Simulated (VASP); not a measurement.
# AlN (P6_3mc) in VASP: notebook, part 2 of 2

VASP 6.6.1. The steps go on from the part before.

## 5. Relaxation of shape and atoms at fixed volume, PBEsol (a relaxed cell with its volume scaled by 1.06)

INCAR

```
PREC = Accurate
ENCUT = 600
EDIFF = 1E-7
ISMEAR = 0
SIGMA = 0.03
LREAL = F
LASPH = T
NELM = 80
ALGO = Normal
ISIF = 4
LWAVE = F
LCHARG = F
GGA = PS
IBRION = 2
NSW = 40
EDIFFG = -0.01
```

KPOINTS

```
regular mesh
0
Gamma
  12 12 6
```

POSCAR

```
AlN                                     
1.0
    3.1741585873      0.0000000000      0.0000000000
   -1.5870792936      2.7489019723     -0.0000000000
   -0.0000000000     -0.0000000000      5.0795205186
  Al              N             
     2     2
Direct
     0.3333333332999970    0.6666666667000030    0.9989855796421117
     0.6666666667000030    0.3333333332999970    0.4989855796421115
     0.3333333332999970    0.6666666667000030    0.3810144203578910
     0.6666666667000030    0.3333333332999970    0.8810144203578909
```

Potentials or basis: VASP PAW PBE potentials, release 64 (Al, N).

The run is started by

```console
cat potpaw_PBE.64/Al/POTCAR potpaw_PBE.64/N/POTCAR > POTCAR
mpirun -np 1 vasp_std > vasp.out
```

OUTCAR:

```text
PREC = Accurate
   ENCUT = 600
   EDIFF = 1E-7
   ISMEAR = 0
   LREAL = F
   LASPH = T
   NELM = 80
   ISIF = 4
   GGA = PS
   IBRION = 2
   NSW = 40
   EDIFFG = -0.01

 ion  position               nearest neighbor table
   1  0.333  0.667  0.999-   4 1.93   4 1.93   4 1.93   3 1.94   2 3.13   2 3.13   2 3.13   2 3.13
                             2 3.13   2 3.13
   2  0.667  0.333  0.499-   3 1.93   3 1.93   3 1.93   4 1.94   1 3.13   1 3.13   1 3.13   1 3.13
                             1 3.13   1 3.13
   3  0.333  0.667  0.381-   2 1.93   2 1.93   2 1.93   1 1.94
   4  0.667  0.333  0.881-   1 1.93   1 1.93   1 1.93   2 1.94

  LATTYP: Found a hexagonal cell.
 ALAT       =     3.1741585873
 C/A-ratio  =     1.6002730736

  Lattice vectors:

 A1 = (   3.1741585873,   0.0000000000,   0.0000000000)
 A2 = (  -1.5870792936,   2.7489019723,   0.0000000000)
 A3 = (   0.0000000000,   0.0000000000,   5.0795205186)

[... 314 lines left out ...]

 k-point     1 :       0.0000    0.0000    0.0000
  band No.  band energies     occupation
      1      -9.3109      2.00000
      2      -7.3197      2.00000
      3      -0.2992      2.00000
      4       4.6796      2.00000
      5       4.6796      2.00000
      6       5.3106      2.00000
      7       5.3106      2.00000
      8       5.4832      2.00000
      9       9.1253      0.00000
     10      11.5982      0.00000
     11      15.5189      0.00000
     12      16.1519      0.00000
[... 331 lines left out ...]
 k-point    24 :       0.3333    0.0000    0.1667
  band No.  band energies     occupation
      1      -8.0669      2.00000
      2      -6.9306      2.00000
      3       0.7400      2.00000
      4       1.6529      2.00000
      5       2.2556      2.00000
      6       3.8007      2.00000
      7       4.7223      2.00000
      8       4.8664      2.00000
      9      10.9820      0.00000
     10      11.8161      0.00000
     11      13.4438      0.00000
     12      15.1169      0.00000

 [... further k-points ...]
[... 5 lines left out ...]
  --------------------------------------------------------------------------------------
  -------------------------------------------------------------------------------------
  Total       -2.9143457     -2.9143457     -2.8936469     -0.0000000     -0.0000000     -0.0000000
  in kB     -105.3515820   -105.3515820   -104.6033338     -0.0000000     -0.0000000     -0.0000000
  external PRESSURE =    -105.1021659 kB  Pullay stress =       0.0000000 kB
[... 19 lines left out ...]
  FREE ENERGIE OF THE ION-ELECTRON SYSTEM (eV)
  ---------------------------------------------------
  free  energy   TOTEN  =       -31.2327670763 eV

  energy  without entropy=      -31.2327670763  energy(sigma->0) =      -31.23276708

 reached required accuracy - stopping structural energy minimisation
```

CONTCAR:

```text
AlN
   1.00000000000000
     3.1703658970372550   -0.0000000000055710    0.0000000000000000
    -1.5851829484735120    2.7456174061753638   -0.0000000000000000
    -0.0000000000000000    0.0000000000000000    5.0916809896632413
  Al              N
     2     2
Direct
     0.3333333332999970    0.6666666667000030    0.9995580569373246
     0.6666666667000030    0.3333333332999970    0.4995580569373245
     0.3333333332999970    0.6666666667000030    0.3804419430626780
     0.6666666667000030    0.3333333332999970    0.8804419430626780

  0.00000000E+00  0.00000000E+00  0.00000000E+00
  0.00000000E+00  0.00000000E+00  0.00000000E+00
  0.00000000E+00  0.00000000E+00  0.00000000E+00
  0.00000000E+00  0.00000000E+00  0.00000000E+00
```

Wall time 73 s (1 thread of AMD EPYC 9R45 (Zen 5), shared host); peak memory 0.16 GiB.

Results:

```
Free energy                  : -31.2328 eV
Energy gained by relaxing    : 0.1 meV/atom
Ionic steps                  : 4
Pressure after relaxing      : -10.5 GPa
Largest force after relaxing : 0.009 eV/Å
Band gap on the k mesh       : 3.64 eV, direct
```

Forces in eV/Å, atoms in the order of the input:
```
Al   0.000  0.000 -0.009
Al   0.000  0.000 -0.009
N    0.000  0.000  0.009
N    0.000  0.000  0.009
```

Step by step:
```tsv
step	energy change (eV)	largest force (eV/Å)	pressure (GPa)
1	0.0000	0.0223	-10.54
2	-0.0003	0.0206	-10.53
3	-0.0003	0.0198	-10.51
4	-0.0004	0.0089	-10.51
```

Final structure:
```xyz
4
Lattice="3.1704 0.0000 0.0000 -1.5852 2.7456 0.0000 0.0000 0.0000 5.0917" Properties=species:S:1:pos:R:3 pbc="T T T"
Al    0.0000    1.8304    5.0894
Al    1.5852    0.9152    2.5436
N     0.0000    1.8304    1.9371
N     1.5852    0.9152    4.4829
```

Levels at points of the mesh, in eV from the valence-band top:
| k point | band 6 | band 7 | band 8 | band 9 | band 10 | band 11 |
| --- | --- | --- | --- | --- | --- | --- |
| (0.00, 0.00, 0.00) | -0.17 | -0.17 | 0.00 | 3.64 | 6.12 | 10.04 |
| (0.50, 0.00, 0.00) | -1.99 | -1.71 | -0.65 | 5.51 | 5.55 | 7.61 |
| (0.00, 0.00, 0.50) | -0.50 | -0.50 | -0.50 | 5.91 | 5.91 | 9.75 |
| (0.50, 0.00, 0.50) | -1.39 | -1.32 | -1.32 | 4.99 | 4.99 | 8.80 |

Caveat: the PAW data sets were made with another functional, which shifts forces and pressure a little. A k mesh can miss the band edges.

## 6. Overview

```tsv
cell	gap on the mesh (eV)	pressure (GPa)	largest force (eV/Å)
atoms relaxed at fixed volume	4.12	0.0	-
atoms relaxed at fixed volume from: a relaxed cell with its volume scaled by 1.02	3.95	-3.9	0.01
atoms relaxed at fixed volume from: a relaxed cell with its volume scaled by 1.04	3.80	-7.3	0.01
atoms relaxed at fixed volume from: a relaxed cell with its volume scaled by 1.06	3.64	-10.5	0.01
```

Alike in all rows: task relaxation of shape and atoms at fixed volume; level PBEsol; potentials or basis VASP PAW PBE potentials, release 64 (Al, N); no spin polarisation; k mesh 12 × 12 × 6; cutoff (eV) 600; smearing gaussian 0.03 eV.

Caveats: the PAW data sets were made with another functional, which shifts forces and pressure a little; the relaxation stopped at its first step, so nothing moved (some runs).

Absolute energies hang on the potentials; compare differences alone.

## 7. How close it comes

Step 2. Measured gap of AlN: 6.0343 eV (an exciton energy, a little under the gap; 0 K; quoted in “Structural and optical properties of self-assembled AlN nanowires grown on SiO2/Si substrates by molecular beam epitaxy”, 2024, arxiv:2402.00216). This calculation gives 4.12 eV (-1.92 eV). 2 values of this kind are on record (6.034 to 6.0343 eV); this one was drawn at random. The value is that of PBEsol on a finite k mesh, which can miss the band edges, without temperature or zero-point motion. Semilocal functionals fall short of measured gaps as a rule.
